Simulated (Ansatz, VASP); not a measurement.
Two plane-wave programs on Al

The input INCAR:

```
ALGO     = Normal         # electronic algorithm
DIPOL    = 0.5 0.5 0.500
EDIFF    = 1E-6           # SCF threshold, eV
EDIFFG   = -0.03          # ionic threshold
ENCUT    = 520            # plane-wave cutoff, eV
GGA      = PE             # functional
IBRION   = 2              # ionic algorithm
IDIPOL   = 3            
ISIF     = 2              # what is computed and relaxed
ISMEAR   = 0              # smearing method
IVDW     = 12             # dispersion correction
LASPH    = True           # aspherical terms in the spheres
LCHARG   = False          # write CHGCAR
LDIPOL   = True         
LREAL    = False          # projectors in reciprocal space
LWAVE    = False          # write WAVECAR
NELM     = 60             # most SCF steps
NSW      = 70             # ionic steps
PREC     = Accurate       # precision mode
SIGMA    = 0.1            # smearing width, eV
```

File KPOINTS:

```
k-points
0
Gamma
  10 10 1
```

POSCAR

```
Al
1.0
    2.8157304263      0.0000000000      0.0000000000
    0.0000000000      2.8157304263      0.0000000000
    0.0000000000      0.0000000000     17.9820441568
Al
3
Selective dynamics
Direct
    0.5000000000      0.5000000000      0.3892772111  F F F
    0.0000000000      0.0000000000      0.5000000000  T T T
    0.5000000000      0.5000000000      0.6107227889  T T T
```

Input for Ansatz:

```yaml
crystal:
  lattice:
    - [2.8157304272, 0.0, 0.0]
    - [0.0, 2.8157304272, 0.0]
    - [0.0, 0.0, 17.9820441581]
  atoms:
    - { symbol: Al, position: [0.5, 0.5, 0.3892772111] }
    - { symbol: Al, position: [0.0, 0.0, 0.5] }
    - { symbol: Al, position: [0.5, 0.5, 0.6107227889] }
basis:
  ecutwfc: 420
kpoints:
  mp_grid: { grid: [10, 10, 1] }
hamiltonian:
  xc: pbe
  pseudopotentials: { kind: paw, azcp: { folder: soft_1 } }
  dispersion: d3bj
scf:
  occupations: { method: gaussian, width: 0.1 }
output:
  forces: true
  eigenvalues: true
relax:
  adjacent_minimum: "off"
  f_tol: 0.03
  max_steps: 50
  constraints: [{ sites: [0] }]
efield:
  axis: 3
  dipole_correction: true
  ramp_width: 0.04
```

Alike in both runs: task relaxation of the atoms; functional PBE; dispersion D3(BJ); k mesh 10 × 10 × 1; occupations gaussian, width 0.1 eV; no spin polarisation.

|  | VASP | Ansatz |
| --- | --- | --- |
| version | VASP 6.6.1 | Ansatz 0.2.0 |
| potentials or method | VASP PAW PBE potentials, release 64 (Al) | scalar-relativistic, plane waves, PAW |
| plane-wave cutoff (eV) | 520 | 420 |
| valence electrons in the cell | 9 | 9 |

|  | VASP | Ansatz | Ansatz less VASP |
| --- | --- | --- | --- |
| gap on the k mesh at the Fermi level, each at its own relaxed structure (eV) | none | none | - |
| energy change over the relaxation (meV/atom) | -10 | -10 | -0.1 |

A gap of «none» marks a metal or a gap that the smearing closes.
